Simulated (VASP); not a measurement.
A run of VASP 6.6.1 is set up as follows.

The input INCAR:

```
SYSTEM = W
PREC = Accurate
ENCUT = 520
EDIFF = 1E-8
ISMEAR = 0
SIGMA = 0.1
LREAL = .FALSE.
LASPH = .TRUE.
NELM = 100
ALGO = Fast
ISIF = 3
LWAVE = .FALSE.
LCHARG = .FALSE.
GGA = PE
IVDW = 12
NBANDS = 13
IBRION = 6
NFREE = 2
POTIM = 0.015
NSW = 1
```

The input KPOINTS:

```
Automatic mesh
0
G
  18 18 18
  0 0 0
```

The input POSCAR:

```
W                                       
1.0
   -1.5806533227      1.5806533227      1.5806533227
    1.5806533227     -1.5806533227      1.5806533227
    1.5806533227      1.5806533227     -1.5806533227
  W             
     1
Direct
     0.0000000000000000    0.0000000000000000    0.0000000000000000
```

Potentials or basis: VASP PAW PBE potentials, release 64 (W_sv).

Launch:

```sh
$ cat potpaw_PBE.64/W_sv/POTCAR > POTCAR
$ mpirun -np 1 vasp_std > vasp.out
```

Problem. What does it give for the elastic constants C11, C12, C44?

Solution. 519, 227, 153 GPa.

Problem. What does it give for the Voigt bulk modulus?

Solution. 324 GPa.

Clamped-ion elastic tensor (GPa):
```
519 227 227   0   0   0
227 519 227   0   0   0
227 227 519   0   0   0
  0   0   0 153   0   0
  0   0   0   0 153   0
  0   0   0   0   0 153
```

Caveat: elastic constants of metals need much finer meshes, so these are rough; pairwise dispersion overbinds metals, which lowers pressure and volume. Spin-orbit coupling is left out, which matters for the levels of W.
